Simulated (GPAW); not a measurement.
Input of a GPAW 26.7.0 run:

run.py

```python
from ase.dft.bandgap import bandgap
from ase.io import read, write
from ase.units import GPa
from gpaw import GPAW, PW

atoms = read('SnO2.xyz')

calc = GPAW(mode=PW(800),
            xc='PBE',
            kpts={'size': (10, 10, 10), 'gamma': True},
            occupations={'name': 'fermi-dirac', 'width': 0.05},
            nbands=24,
            convergence={'density': 1e-05, 'energy': 1e-05},
            maxiter=150,
            txt='gpaw.txt')
atoms.calc = calc
energy = atoms.get_potential_energy()
forces = atoms.get_forces()
stress = atoms.get_stress()
calc.write('gs.gpw')
write('result.traj', atoms)
print(f'Energy: {energy:.6f} eV')
print('Forces (eV/A):')
print(forces.round(4))
print('Stress (GPa):', (stress / GPa).round(3))
print('Fermi level:', round(calc.get_fermi_level(), 4), 'eV')
print(f'Gap: {bandgap(calc)[0]:.4f} eV, direct: {bandgap(calc, direct=True)[0]:.4f} eV')
```

The input SnO2.xyz:

```xyz
3
Lattice="1.6817767982 0.9709742872 4.8005925840 -1.6817767982 0.9709742872 4.8005925840 0.0000000000 -1.9419485744 4.8005925840" Properties=species:S:1:pos:R:3 pbc="T T T"
Sn     0.0000000000      0.0000000000      7.2008888760
O      0.0000000000      0.0000000000     10.9861081226
O      0.0000000000      0.0000000000      3.4156696294
```

Potentials or basis: GPAW PAW data sets (gpaw-data 1.2.1), pw.

The run is started by

```console
$ OMP_NUM_THREADS=1 python run.py
```

Task: Estimate the pressure.

Result: -12.2 GPa.

Task: What does it give for the largest force?

Result: 0.784 eV/Å.

Task: Predict the band gap on the k mesh.

Result: 1.22 eV, indirect (least direct gap 1.28 eV).

Forces in eV/Å, atoms in the order of the input:
```
Sn   0.000  0.000  0.000
O    0.000  0.000  0.784
O    0.000  0.000 -0.784
```

Caveat: the density grid can change from cell to cell, which puts small steps into energies and stress; spin-orbit coupling is left out, which moves the levels of the heavy elements; the program warned that so skewed a cell can give wrong results. A k mesh can miss the band edges.
